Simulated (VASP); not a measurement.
# Mo (Im-3m) in VASP: further runs

Runs on Mo. Level: LDA. Tasks: relaxation of cell and atoms.

All numbers are computed with VASP 6.6.1; they aren't measurements. Logs are shortened: lines on timing, memory, paths and dates and some standing lists are left out, and cuts for length are marked.

## 1. The crystal as given

It takes space group Im-3m (No. 229, cubic). Conventional cell: a = 3.147 Å, b = 3.147 Å, c = 3.147 Å, α = 90.00°, β = 90.00°, γ = 90.00°. Mo (site symmetry m-3m) has 8 Mo at 2.73 Å as nearest neighbours.

## 2. Relaxation of cell and atoms, LDA

Contents of INCAR:

```
  ALGO = Normal
  EDIFF = 1E-7
  EDIFFG = -0.002
  ENCUT = 520
  IBRION = 2
  ISIF = 3
  ISMEAR = 0
  LASPH = T
  LCHARG = F
  LREAL = F
  LWAVE = F
  NELM = 100
  NSW = 80
  PREC = Accurate
  SIGMA = 0.1
```

Contents of KPOINTS:

```
k-points
0
Gamma
  18 18 18
```

Contents of POSCAR:

```
Mo
1.0
   -1.5734150000      1.5734150000      1.5734150000
    1.5734150000     -1.5734150000      1.5734150000
    1.5734150000      1.5734150000     -1.5734150000
Mo
1
Direct
    0.0000000000      0.0000000000      0.0000000000
```

Potentials or basis: VASP PAW LDA potentials, release 64 (Mo_sv).

On the command line:

```
$ cat potpaw_LDA.64/Mo_sv/POTCAR > POTCAR
$ mpirun -np 1 vasp_std > vasp.out
```

OUTCAR:

```text
EDIFF = 1E-7
   EDIFFG = -0.002
   ENCUT = 520
   IBRION = 2
   ISIF = 3
   ISMEAR = 0
   LASPH = T
   LREAL = F
   NELM = 100
   NSW = 80
   PREC = Accurate

 ion  position               nearest neighbor table
   1  0.000  0.000  0.000-

  LATTYP: Found a body centered cubic cell.
 ALAT       =     3.1468300000

  Lattice vectors:

 A1 = (  -1.5734150000,   1.5734150000,   1.5734150000)
 A2 = (   1.5734150000,  -1.5734150000,   1.5734150000)
 A3 = (   1.5734150000,   1.5734150000,  -1.5734150000)

Analysis of symmetry for initial positions (statically):
=====================================================================
 Subroutine PRICEL returns:
 Original cell was already a primitive cell.

 Routine SETGRP: Setting up the symmetry group for a
 body centered cubic supercell.

 Subroutine GETGRP returns: Found 48 space group operations
 (whereof 48 operations were pure point group operations)
 out of a pool of 48 trial point group operations.

The static configuration has the point symmetry O_h .

Analysis of symmetry for dynamics (positions and initial velocities):
=====================================================================
 Subroutine PRICEL returns:
 Original cell was already a primitive cell.

 Routine SETGRP: Setting up the symmetry group for a
 body centered cubic supercell.

 Subroutine GETGRP returns: Found 48 space group operations
 (whereof 48 operations were pure point group operations)
 out of a pool of 48 trial point group operations.

The dynamic configuration has the point symmetry O_h .

 Subroutine INISYM returns: Found 48 space group operations
 (whereof 48 operations are pure point group operations),
 and found     1 'primitive' translations

----------------------------------------------------------------------------------------

                                     Primitive cell

  volume of cell :      15.5808

  direct lattice vectors                    reciprocal lattice vectors
    -1.573415000  1.573415000  1.573415000     0.000000000  0.317780115  0.317780115
     1.573415000 -1.573415000  1.573415000     0.317780115  0.000000000  0.317780115
     1.573415000  1.573415000 -1.573415000     0.317780115  0.317780115  0.000000000

  length of vectors
     2.725234721  2.725234721  2.725234721     0.449408949  0.449408949  0.449408949

  position of ions in fractional coordinates (direct lattice)
     0.000000000  0.000000000  0.000000000

  ion indices of the primitive-cell ions
[... 96 lines left out ...]
  Fermi-wavevector in a.u.,A,eV,Ry     =   1.579747  2.985289 33.954710  2.495601
  Thomas-Fermi vector in A             =   2.680079
   LORBIT       =      0    0 simple, 1 ext, 2 COOP (PROOUT), +10 PAW based schemes
   GGA     = CA    functional components
   LHFCALC =     F    Hartree Fock is set to
   AEXX    =    0.0000 exact exchange contribution
   IVDW    =     0    specifies the selected vdW correction
   LEPSILON=     F    determine dielectric tensor
   LRPA    =     F    only Hartree local field effects (RPA)
 conjugate gradient relaxation of ions
 non-spin polarized calculation
 Gauss-broadening in eV      SIGMA  =   0.10
  energy-cutoff  :      520.00
  volume of cell :       15.58
 maximum number of plane-waves:       432
   NGX = 11   NGY = 11   NGZ = 11

--------------------------------------- Ionic step        1  -------------------------------------------

 number of electron      14.0000001 magnetization

 Free energy of the ion-electron system (eV)
  ---------------------------------------------------
  ext. energy  EPLUGINS =         0.00000000
  ---------------------------------------------------
  free energy    TOTEN  =       -12.11868388 eV

  energy without entropy =      -12.11629526  energy(sigma->0) =      -12.11748957

------------------------ aborting loop because EDIFF is reached ----------------------------------------

  FORCE on cell =-STRESS in cart. coord.  units (eV):
  Direction    XX          YY          ZZ          XY          YZ          ZX
  --------------------------------------------------------------------------------------
  -------------------------------------------------------------------------------------
  Total       -0.8007127     -0.8007127     -0.8007127     -0.0000000     -0.0000000      0.0000000
  in kB      -82.3374591    -82.3374591    -82.3374591     -0.0000000     -0.0000000      0.0000000
  external PRESSURE =     -82.3374591 kB  Pullay stress =       0.0000000 kB
[... 197 lines left out ...]
--------------------------------------- Ionic step        7  -------------------------------------------

 number of electron      13.9999996 magnetization

 Free energy of the ion-electron system (eV)
  ---------------------------------------------------
  ext. energy  EPLUGINS =         0.00000000
  ---------------------------------------------------
  free energy    TOTEN  =       -12.13078947 eV

  energy without entropy =      -12.12864440  energy(sigma->0) =      -12.12971694

 E-fermi :  13.0418     XC(G=0): -13.7899

 val. band max:       13.0294625619   @ k =  -0.3889   0.4444   0.2778
 cond. band min:      13.0889196809   @ k =  -0.3333   0.3889   0.2778
 fundamental gap:      0.0594571190
 Fermi energy:        13.0418376254

 k-point     1 :       0.0000    0.0000    0.0000
  band No.  band energies     occupation
      1     -47.9357      2.00000
      2     -21.2941      2.00000
      3     -21.2941      2.00000
      4     -21.2941      2.00000
      5       5.6781      2.00000
      6      11.5685      2.00000
      7      11.5685      2.00000
      8      11.5685      2.00000
      9      14.6954      0.00000
     10      14.6954      0.00000
     11      27.8823      0.00000
[... 309 lines left out ...]
 k-point    24 :       0.3889    0.1111    0.0000
  band No.  band energies     occupation
      1     -47.6255      2.00000
      2     -22.7740      2.00000
      3     -21.8390      2.00000
      4     -21.3773      2.00000
      5       7.9066      2.00000
      6       9.6058      2.00000
      7      13.0913      0.48468
      8      14.6218      0.00000
      9      15.8305      0.00000
     10      18.6913      0.00000
     11      25.1497      0.00000

 [... further k-points ...]

------------------------ aborting loop because EDIFF is reached ----------------------------------------

  FORCE on cell =-STRESS in cart. coord.  units (eV):
  Direction    XX          YY          ZZ          XY          YZ          ZX
  --------------------------------------------------------------------------------------
  -------------------------------------------------------------------------------------
  Total       -0.0003559     -0.0003559     -0.0003559      0.0000000     -0.0000000      0.0000000
  in kB       -0.0377076     -0.0377076     -0.0377076      0.0000000     -0.0000000      0.0000000
  external PRESSURE =      -0.0377076 kB  Pullay stress =       0.0000000 kB
[... 16 lines left out ...]
  FREE ENERGIE OF THE ION-ELECTRON SYSTEM (eV)
  ---------------------------------------------------
  free  energy   TOTEN  =       -12.1307894728 eV

  energy  without entropy=      -12.1286444033  energy(sigma->0) =      -12.12971694

 reached required accuracy - stopping structural energy minimisation
```

CONTCAR:

```text
Mo
   1.00000000000000
    -1.5578101447741177    1.5578101447741177    1.5578101447741177
     1.5578101447741177   -1.5578101447741177    1.5578101447741177
     1.5578101447741177    1.5578101447741177   -1.5578101447741177
  Mo
     1
Direct
     0.0000000000000000    0.0000000000000000    0.0000000000000000

  0.00000000E+00  0.00000000E+00  0.00000000E+00
```

Run time: 2.4 min. Hardware: 1 thread of Intel Xeon Platinum 8175M at 2.50GHz (Skylake/Cascade Lake), shared host; peak memory 0.15 GiB.

Results:

- Free energy: -12.1308 eV
- Relaxed volume: 15.12 Å³/atom
- Relaxed cell: a = 2.698 Å, b = 2.698 Å, c = 2.698 Å, α = 109.47°, β = 109.47°, γ = 109.47°
- Space group after relaxing (to 0.05 Å): Im-3m (No. 229)
- Energy gained by relaxing: 12.1 meV/atom
- Ionic steps: 7
- Pressure after relaxing: 0.0 GPa
- Band gap on the k mesh: none (metal or under the smearing width)

The path:
```csv
step,energy change (eV),largest force (eV/Å),pressure (GPa),volume (Å³)
1,0.0000,0.0000,-8.23,15.58
2,0.1035,0.0000,31.27,13.84
3,-0.0121,0.0000,-0.33,15.14
4,-0.0121,0.0000,-0.05,15.12
5,-0.0121,0.0000,0.13,15.11
6,-0.0121,0.0000,-0.31,15.14
7,-0.0121,0.0000,0.00,15.12
```

Final structure:
```
CELL_PARAMETERS angstrom
-1.55781 1.55781 1.55781
1.55781 -1.55781 1.55781
1.55781 1.55781 -1.55781
ATOMIC_POSITIONS crystal
Mo 0.00000 0.00000 0.00000
```

LDA usually gives volumes a few per cent too small. Zero-point motion and thermal expansion aren't in these numbers.

## 3. Relaxation of cell and atoms, LDA

This run uses another cell than the first one, of 15.12 Å³/atom, 0.971 times its volume.

INCAR is that of step 2.

KPOINTS is that of step 2.

Contents of POSCAR:

```
Mo                                      
1.0
   -1.5578101448      1.5578101448      1.5578101448
    1.5578101448     -1.5578101448      1.5578101448
    1.5578101448      1.5578101448     -1.5578101448
  Mo            
     1
Direct
     0.0000000000000000    0.0000000000000000    0.0000000000000000
```

Potentials or basis: VASP PAW LDA potentials, release 64 (Mo_sv).

On the command line:

```
$ cat potpaw_LDA.64/Mo_sv/POTCAR > POTCAR
$ mpirun -np 1 vasp_std > vasp.out
```

It took 37 s on 1 thread of Intel Xeon Platinum 8175M at 2.50GHz (Skylake/Cascade Lake), shared host; peak memory 0.14 GiB.

It converged, with:

```yaml
Free_energy: -12.1305 eV
Pressure_after_relaxing: 0.0 GPa
Band_gap_on_the_k_mesh: none (metal or under the smearing width)
```

Final structure:
```cif
data_structure
_symmetry_space_group_name_H-M 'P 1'
_symmetry_Int_Tables_number 1
_cell_length_a 2.6982
_cell_length_b 2.6982
_cell_length_c 2.6982
_cell_angle_alpha 109.471
_cell_angle_beta 109.471
_cell_angle_gamma 109.471
_cell_volume 15.12
loop_
_atom_site_label
_atom_site_type_symbol
_atom_site_fract_x
_atom_site_fract_y
_atom_site_fract_z
_atom_site_occupancy
Mo1 Mo 0.00000 0.00000 0.00000 1
```

Levels at points of the mesh, in eV from the Fermi level:
```csv
k point,band 5,band 6,band 7,band 8,band 9,band 10
"(0.00, 0.00, 0.00)",-7.36,-1.47,-1.47,-1.47,1.65,1.65
"(0.50, 0.00, 0.00)",-5.57,-3.61,1.71,1.78,2.36,4.98
"(0.50, 0.50, 0.50)",-5.76,-5.76,4.17,4.17,4.17,9.28
```

Caveat: the relaxation stopped at its first step, so nothing moved.
